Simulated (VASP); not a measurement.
# BAs: single point with PBE

BAs:

```
As B
1.0
     0.00000    2.38850    2.38850
     2.38850    0.00000    2.38850
     2.38850    2.38850    0.00000
As B
1 1
Direct
  0.75000 0.75000 0.75000
  0.00000 0.00000 0.00000
```

```yaml
Program: VASP 6.6.1
Task: single point
Functional: PBE
Potentials_or_basis: VASP PAW PBE potentials, release 64 (As, B)
Cutoff: 520 eV
k_mesh: 10 × 10 × 10
Occupations: gaussian, width 0.011 eV
Spin: no spin polarisation
Further_INCAR_settings: ALGO = Normal; EDIFF = 1e-07
```

```yaml
Pressure: 3.4 GPa
Band_gap_on_the_k_mesh: 1.18 eV, indirect (least direct gap 3.28 eV)
```

Levels at points of the mesh, in eV from the valence-band top:
| k point | band 1 | band 2 | band 3 | band 4 | band 5 | band 6 | band 7 | band 8 |
| --- | --- | --- | --- | --- | --- | --- | --- | --- |
| (0.00, 0.00, 0.00) | -15.40 | 0.00 | 0.00 | 0.00 | 3.28 | 3.28 | 3.28 | 4.69 |
| (0.50, 0.00, 0.00) | -12.53 | -8.79 | -1.82 | -1.82 | 2.69 | 4.78 | 4.78 | 8.86 |
| (0.50, 0.50, 0.00) | -11.21 | -8.53 | -4.08 | -4.08 | 1.43 | 1.44 | 11.37 | 11.37 |

It took 9.2 s on 1 thread of AMD EPYC 9R45 (Zen 5) (shared host), peak memory 0.12 GiB.

A k mesh can miss the band edges. PBE gaps usually lie below the measured ones, often by a third to a half.
